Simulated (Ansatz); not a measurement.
Crystal: PtS2.

```
CELL_PARAMETERS angstrom
3.54320 0.00000 0.00000
-1.77160 3.06850 0.00000
0.00000 0.00000 5.03880
ATOMIC_POSITIONS crystal
Pt 0.00000 0.00000 0.00000
S 0.66667 0.33333 0.77300
S 0.33333 0.66667 0.22700
```

Base run:

```yaml
Program: Ansatz 0.2.0
Functional: PBEsol0
Potentials_or_basis: Ansatz PAW
Cutoff: "420 eV (not typed: the program's choice for these potentials)"
k_mesh: 5 × 5 × 3
Occupations: fermi-dirac, width 0.05 eV
Spin: no spin polarisation
```

Its results: band gap on the k mesh 2.53 eV, indirect (least direct gap 2.80 eV); pressure 3.4 GPa; largest force 0.714 eV/Å.

Problem. The run is repeated on the same cell with these changes: functional from PBEsol0 to B3LYP. What comes out?

Solution. Band gap on the k mesh 2.36 eV, indirect (least direct gap 2.58 eV); pressure 14.3 GPa; largest force 1.465 eV/Å.

Caveats: the k mesh misses the band edges, so the gap on the mesh is wider than the one along the path; spin-orbit coupling is left out, which moves the levels of the heavy elements; the PAW data sets come from PBE, with cores solved anew for the run's functional, which leaves a small shift of forces and pressure; the thresholds are loose for stress; forces of over 1 eV/Å show positions far from the minimum, so gaps and moduli don't describe the material at rest (some runs).
